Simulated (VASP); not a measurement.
# InPd (Pm-3m) in VASP: notebook

One crystal, InPd, is run at these levels: PBE; tasks: relaxation of cell and atoms.

Program: VASP 6.6.1. These are calculated values, not measurements. Logs are shortened: lines on timing, memory, paths and dates and some standing lists are left out, and cuts for length are marked.

## (1) The structure

It takes space group Pm-3m (No. 221, cubic). The conventional cell has a = 3.272 Å, b = 3.272 Å, c = 3.272 Å, α = 90.00°, β = 90.00°, γ = 90.00°. In (site symmetry m-3m) has 8 Pd at 2.83 Å as nearest neighbours. Pd (site symmetry m-3m) has 8 In at 2.83 Å as nearest neighbours.

The cell comes from a database or a generator and needn't be the stable form of this composition.

## (2) Relaxation of cell and atoms, PBE

The input, INCAR:

```
SYSTEM = InPd
PREC     = Accurate       ! precision mode
ENCUT    = 580            ! plane-wave cutoff, eV
EDIFF    = 1E-7           ! SCF threshold, eV
ISMEAR   = -1             ! smearing method
SIGMA    = 0.05           ! smearing width, eV
LREAL    = .False.        ! projectors in reciprocal space
LASPH    = .True.         ! aspherical terms in the spheres
NELM     = 80             ! most SCF steps
ALGO     = Normal         ! electronic algorithm
ISIF     = 3              ! what is computed and relaxed
LWAVE    = .False.        ! write WAVECAR
LCHARG   = .False.        ! write CHGCAR
GGA      = PE             ! functional
IBRION   = 2              ! ionic algorithm
NSW      = 40             ! ionic steps
EDIFFG   = -0.005         ! ionic threshold
```

The input, KPOINTS:

```
Automatic mesh
0
Gamma
  8 8 8
  0 0 0
```

The input, POSCAR:

```
InPd
1.0
    3.2718847800      0.0000000000      0.0000000000
    0.0000000000      3.2718847800      0.0000000000
    0.0000000000      0.0000000000      3.2718847800
In Pd
1 1
Direct
    0.0000000000      0.0000000000      0.0000000000
    0.5000000000      0.5000000000      0.5000000000
```

Potentials or basis: VASP PAW PBE potentials, release 64 (In, Pd).

Run with:

```bash
$ cat potpaw_PBE.64/In/POTCAR potpaw_PBE.64/Pd/POTCAR > POTCAR
$ mpirun -np 1 vasp_std > vasp.out
```

OUTCAR:

```text
SYSTEM = InPd
   PREC = Accurate
   ENCUT = 580
   EDIFF = 1E-7
   ISMEAR = -1
   LREAL = .False.
   LASPH = .True.
   NELM = 80
   ISIF = 3
   GGA = PE
   IBRION = 2
   NSW = 40
   EDIFFG = -0.005

 ion  position               nearest neighbor table
   1  0.000  0.000  0.000-   2 2.83   2 2.83   2 2.83   2 2.83   2 2.83   2 2.83   2 2.83   2 2.83

   2  0.500  0.500  0.500-   1 2.83   1 2.83   1 2.83   1 2.83   1 2.83   1 2.83   1 2.83   1 2.83

  LATTYP: Found a simple cubic cell.
 ALAT       =     3.2718847800

  Lattice vectors:

 A1 = (   3.2718847800,   0.0000000000,   0.0000000000)
 A2 = (   0.0000000000,   3.2718847800,   0.0000000000)
 A3 = (   0.0000000000,   0.0000000000,   3.2718847800)

Analysis of symmetry for initial positions (statically):
=====================================================================
 Subroutine PRICEL returns:
 Original cell was already a primitive cell.

 Routine SETGRP: Setting up the symmetry group for a
 simple cubic supercell.

 Subroutine GETGRP returns: Found 48 space group operations
 (whereof 48 operations were pure point group operations)
 out of a pool of 48 trial point group operations.

The static configuration has the point symmetry O_h .

Analysis of symmetry for dynamics (positions and initial velocities):
=====================================================================
 Subroutine PRICEL returns:
 Original cell was already a primitive cell.

 Routine SETGRP: Setting up the symmetry group for a
 simple cubic supercell.

 Subroutine GETGRP returns: Found 48 space group operations
 (whereof 48 operations were pure point group operations)
 out of a pool of 48 trial point group operations.

The dynamic configuration has the point symmetry O_h .

 Subroutine INISYM returns: Found 48 space group operations
 (whereof 48 operations are pure point group operations),
 and found     1 'primitive' translations

----------------------------------------------------------------------------------------

                                     Primitive cell

  volume of cell :      35.0263

  direct lattice vectors                    reciprocal lattice vectors
     3.271884780  0.000000000  0.000000000     0.305634234  0.000000000  0.000000000
     0.000000000  3.271884780  0.000000000     0.000000000  0.305634234  0.000000000
     0.000000000  0.000000000  3.271884780     0.000000000  0.000000000  0.305634234

  length of vectors
     3.271884780  3.271884780  3.271884780     0.305634234  0.305634234  0.305634234

  position of ions in fractional coordinates (direct lattice)
     0.000000000  0.000000000  0.000000000
     0.500000000  0.500000000  0.500000000

  ion indices of the primitive-cell ions
   primitive index   ion index
                 1           1
                 2           2

----------------------------------------------------------------------------------------

 KPOINTS: Automatic mesh

Automatic generation of k-mesh.
 Grid dimensions read from file:
 generate k-points for:    8    8    8

 Generating k-lattice:

  Cartesian coordinates                     Fractional coordinates (reciprocal lattice)
     0.038204279  0.000000000  0.000000000     0.125000000  0.000000000  0.000000000
     0.000000000  0.038204279  0.000000000     0.000000000  0.125000000  0.000000000
     0.000000000  0.000000000  0.038204279     0.000000000  0.000000000  0.125000000

  Length of vectors
     0.038204279  0.038204279  0.038204279

  Shift w.r.t. Gamma in fractional coordinates (k-lattice)
     0.000000000  0.000000000  0.000000000

 Subroutine IBZKPT returns following result:
 ===========================================

 Found     35 irreducible k-points:

 Following reciprocal coordinates:
            Coordinates               Weight
  0.000000  0.000000  0.000000      1.000000
  0.125000  0.000000  0.000000      6.000000
  0.250000  0.000000  0.000000      6.000000
  0.375000  0.000000  0.000000      6.000000
  0.500000  0.000000  0.000000      3.000000
  0.125000  0.125000  0.000000     12.000000
[... 16 lines left out ...]
  0.375000  0.375000  0.125000     24.000000
  0.500000  0.375000  0.125000     24.000000
 [... further k-points ...]
   k-points           NKPTS =     35   k-points in BZ     NKDIM =     35   number of bands    NBANDS=     10
   number of dos      NEDOS =    301   number of ions     NIONS =      2
   total plane-waves  NPLWV =  21952
   dimension x,y,z NGX =    28 NGY =   28 NGZ =   28
   dimension x,y,z NGXF=    56 NGYF=   56 NGZF=   56
   ions per type =               1   1
   NGX,Y,Z   is equivalent  to a cutoff of  14.23, 14.23, 14.23 a.u.
   NGXF,Y,Z  is equivalent  to a cutoff of  28.45, 28.45, 28.45 a.u.
 SYSTEM =  InPd
   PREC   = accura    normal or accurate (medium, high low for compatibility)
   ISTART =      0    job   : 0-new  1-cont  2-samecut
   ICHARG =      2    charge: 1-file 2-atom 10-const
   ISPIN  =      1    spin polarized calculation?
   LNONCOLLINEAR =      F non collinear calculations
   LSORBIT =      F    spin-orbit coupling
   LASPH  =      T    aspherical Exc in radial PAW
   ENCUT  =  580.0 eV  42.63 Ry    6.53 a.u.   6.42  6.42  6.42*2*pi/ulx,y,z
   NELM   =     80;   NELMIN=  2; NELMDL= -5     # of ELM steps
   EDIFF  = 0.1E-06   stopping-criterion for ELM
   LREAL  =      F    real-space projection
   EDIFFG = -.5E-02   stopping-criterion for IOM
   NSW    =     40    number of steps for IOM
   IBRION =      2    ionic relax: 0-MD 1-quasi-New 2-CG
   NFREE  =      1    steps in history (QN), initial steepest desc. (CG)
   ISIF   =      3    stress and relaxation
   ISYM   =      2    0-nonsym 1-usesym 2-fastsym
   POTIM  = 0.5000    time-step for ionic-motion
   TEBEG  =    0.0;   TEEND  =   0.0 temperature during run
   PSTRESS=    0.0 pullay stress
   NELECT =      13.0000    total number of electrons
   NUPDOWN=      -1.0000    fix difference up-down
   EMIN   =  10.00;   EMAX   =-10.00  energy-range for DOS
   EFERMI =   0.00;   METHOD = LEGACY
   ISMEAR =    -1;   SIGMA  =   0.05  broadening in eV -4-tet -1-fermi 0-gaus
   EFERMI_NEDOS =   21; number of points for ismear=-14 and -15
   IALGO  =     38    algorithm
   IMIX   =      4    mixing-type and parameters
     AMIX     =   0.40;   BMIX     =  1.00
     AMIX_MAG =   1.60;   BMIX_MAG =  1.00
  volume/ion in A,a.u.               =      17.51       118.18
  Fermi-wavevector in a.u.,A,eV,Ry     =   1.176498  2.223259 18.832478  1.384148
  Thomas-Fermi vector in A             =   2.312861
   LORBIT       =      0    0 simple, 1 ext, 2 COOP (PROOUT), +10 PAW based schemes
   GGA     = PE    functional components
   LHFCALC =     F    Hartree Fock is set to
   AEXX    =    0.0000 exact exchange contribution
   IVDW    =     0    specifies the selected vdW correction
   LEPSILON=     F    determine dielectric tensor
   LRPA    =     F    only Hartree local field effects (RPA)
 conjugate gradient relaxation of ions
 non-spin polarized calculation
  energy-cutoff  :      580.00
  volume of cell :       35.03
 maximum number of plane-waves:      1141
 NGX is ok and might be reduce to    28
   NGX = 13   NGY = 13   NGZ = 13

--------------------------------------- Ionic step        1  -------------------------------------------

 number of electron      13.0000005 magnetization

 Free energy of the ion-electron system (eV)
  ---------------------------------------------------
  ext. energy  EPLUGINS =         0.00000000
  ---------------------------------------------------
  free energy    TOTEN  =        -8.78775245 eV

  energy without entropy =       -8.77782632  energy(sigma->0) =       -8.78278938

------------------------ aborting loop because EDIFF is reached ----------------------------------------

  FORCE on cell =-STRESS in cart. coord.  units (eV):
  Direction    XX          YY          ZZ          XY          YZ          ZX
  --------------------------------------------------------------------------------------
  -------------------------------------------------------------------------------------
  Total        0.7042965      0.7042965      0.7042965     -0.0000000      0.0000000      0.0000000
  in kB       32.2160384     32.2160384     32.2160384     -0.0000000      0.0000000      0.0000000
  external PRESSURE =      32.2160384 kB  Pullay stress =       0.0000000 kB
[... 57 lines left out ...]
  energy  without entropy=       -8.7785554463  energy(sigma->0) =       -8.78351035

--------------------------------------- Ionic step        3  -------------------------------------------

 number of electron      12.9999999 magnetization

 Free energy of the ion-electron system (eV)
  ---------------------------------------------------
  ext. energy  EPLUGINS =         0.00000000
  ---------------------------------------------------
  free energy    TOTEN  =        -8.79652723 eV

  energy without entropy =       -8.78655832  energy(sigma->0) =       -8.79154278

 E-fermi :   8.2176     XC(G=0): -11.7310

 val. band max:        8.2096498512   @ k =   0.3750   0.3750   0.1250
 cond. band min:       8.5171322443   @ k =   0.5000   0.3750   0.3750
 fundamental gap:      0.3074823930
 Fermi energy:         8.2176236894

 k-point     1 :       0.0000    0.0000    0.0000
  band No.  band energies     occupation
      1      -1.5453      2.00000
      2       4.5671      2.00000
      3       4.5671      2.00000
      4       6.0755      2.00000
      5       6.0755      2.00000
      6       6.0755      2.00000
      7      12.4920      0.00000
      8      12.4920      0.00000
      9      12.4920      0.00000
     10      17.4307      0.00000
[... 287 lines left out ...]
 k-point    24 :       0.5000    0.3750    0.1250
  band No.  band energies     occupation
      1       2.2977      2.00000
      2       4.4400      2.00000
      3       4.8413      2.00000
      4       5.2379      2.00000
      5       6.0868      2.00000
      6       6.7697      2.00000
      7       7.2922      2.00000
      8      10.4431      0.00000
      9      11.7350      0.00000
     10      15.9683      0.00000

 [... further k-points ...]

------------------------ aborting loop because EDIFF is reached ----------------------------------------

  FORCE on cell =-STRESS in cart. coord.  units (eV):
  Direction    XX          YY          ZZ          XY          YZ          ZX
  --------------------------------------------------------------------------------------
  -------------------------------------------------------------------------------------
  Total        0.0013802      0.0013802      0.0013802     -0.0000000      0.0000000     -0.0000000
  in kB        0.0615468      0.0615468      0.0615468     -0.0000000      0.0000000     -0.0000000
  external PRESSURE =       0.0615468 kB  Pullay stress =       0.0000000 kB
[... 17 lines left out ...]
  FREE ENERGIE OF THE ION-ELECTRON SYSTEM (eV)
  ---------------------------------------------------
  free  energy   TOTEN  =        -8.7965272297 eV

  energy  without entropy=       -8.7865583213  energy(sigma->0) =       -8.79154278

 reached required accuracy - stopping structural energy minimisation
```

Run time: 16 s. Hardware: 1 thread of Intel Xeon 6975P-C (Granite Rapids), shared host; peak memory 0.18 GiB.

Results:

| Item | Value |
| --- | --- |
| Free energy | -8.7965 eV |
| Relaxed volume | 17.96 Å³/atom |
| Relaxed cell | a = 3.300 Å, b = 3.300 Å, c = 3.300 Å, α = 90.00°, β = 90.00°, γ = 90.00° |
| Space group after relaxing (to 0.05 Å) | Pm-3m (No. 221) |
| Energy gained by relaxing | 4.4 meV/atom |
| Ionic steps | 3 |
| Pressure after relaxing | 0.0 GPa |
| Band gap on the k mesh | none (metal or under the smearing width) |

The path:
| step | energy change (eV) | largest force (eV/Å) | pressure (GPa) | volume (Å³) |
| --- | --- | --- | --- | --- |
| 1 | 0.0000 | 0.0000 | 3.22 | 35.03 |
| 2 | -0.0007 | 0.0000 | -2.74 | 36.84 |
| 3 | -0.0088 | 0.0000 | 0.01 | 35.93 |

Final structure:
```
In Pd
1.0
     3.29979    0.00000    0.00000
     0.00000    3.29979    0.00000
     0.00000    0.00000    3.29979
In Pd
1 1
Direct
  0.00000 0.00000 0.00000
  0.50000 0.50000 0.50000
```

Levels at points of the mesh, in eV from the Fermi level:
| k point | band 3 | band 4 | band 5 | band 6 | band 7 | band 8 | band 9 | band 10 |
| --- | --- | --- | --- | --- | --- | --- | --- | --- |
| (0.00, 0.00, 0.00) | -3.65 | -2.14 | -2.14 | -2.14 | 4.27 | 4.27 | 4.27 | 9.21 |
| (0.50, 0.00, 0.00) | -3.59 | -3.07 | -3.07 | -2.20 | -1.01 | 9.47 | 9.47 | 9.49 |
| (0.50, 0.50, 0.00) | -2.56 | -2.56 | -2.14 | -2.14 | -1.58 | 1.45 | 2.47 | 9.43 |
| (0.50, 0.50, 0.50) | -4.63 | -1.54 | -1.54 | -0.03 | 3.84 | 3.84 | 3.84 | 4.39 |

## (3) Relaxation of cell and atoms, PBE

The input, INCAR:

```
PREC = Accurate ; ENCUT = 600
EDIFF = 1E-7 ; ISMEAR = -1
SIGMA = 0.05 ; LREAL = False
LASPH = True ; NELM = 60
ALGO = Normal ; ISIF = 3
LWAVE = False ; LCHARG = False
GGA = PE ; IBRION = 2
NSW = 60 ; EDIFFG = -0.01
```

The input, KPOINTS:

```
regular mesh
0
Gamma
  8 8 8
```

POSCAR is that of step 2.

Potentials or basis: VASP PAW PBE potentials, release 64 (In_d, Pd).

Run with:

```bash
$ cat potpaw_PBE.64/In_d/POTCAR potpaw_PBE.64/Pd/POTCAR > POTCAR
$ mpirun -np 1 vasp_std > vasp.out
```

Run time: 24 s. Hardware: 1 thread of Intel Xeon 6975P-C (Granite Rapids), shared host; peak memory 0.17 GiB.

The run converged. Its results:

| Property | Result |
| --- | --- |
| Free energy | -8.7500 eV |
| Relaxed volume | 18.04 Å³/atom |
| Relaxed cell | a = 3.304 Å, b = 3.304 Å, c = 3.304 Å, α = 90.00°, β = 90.00°, γ = 90.00° |
| Space group after relaxing (to 0.05 Å) | Pm-3m (No. 221) |
| Energy gained by relaxing | 5.9 meV/atom |
| Ionic steps | 3 |
| Pressure after relaxing | 0.0 GPa |
| Band gap on the k mesh | none (metal or under the smearing width) |

The path:
| step | energy change (eV) | largest force (eV/Å) | pressure (GPa) | volume (Å³) |
| --- | --- | --- | --- | --- |
| 1 | 0.0000 | 0.0000 | 3.70 | 35.03 |
| 2 | -0.0016 | 0.0000 | -3.02 | 37.12 |
| 3 | -0.0117 | 0.0000 | 0.00 | 36.08 |

Final structure:
```
CELL_PARAMETERS angstrom
3.30434 0.00000 0.00000
0.00000 3.30434 0.00000
0.00000 0.00000 3.30434
ATOMIC_POSITIONS crystal
In 0.00000 0.00000 0.00000
Pd 0.50000 0.50000 0.50000
```

Levels at points of the mesh, in eV from the Fermi level:
```
           k point  band 9  band 10  band 11  band 12  band 13  band 14  band 15
(0.00, 0.00, 0.00)   -2.12    -2.12    -2.12     4.25     4.25     4.25     9.14
(0.50, 0.00, 0.00)   -3.05    -3.05    -2.18    -1.01     9.39     9.39     9.87
(0.50, 0.50, 0.00)   -2.51    -2.13    -2.13    -1.56     1.40     2.46     9.35
(0.50, 0.50, 0.50)   -1.53    -1.53    -0.12     3.84     3.84     3.84     4.36
```
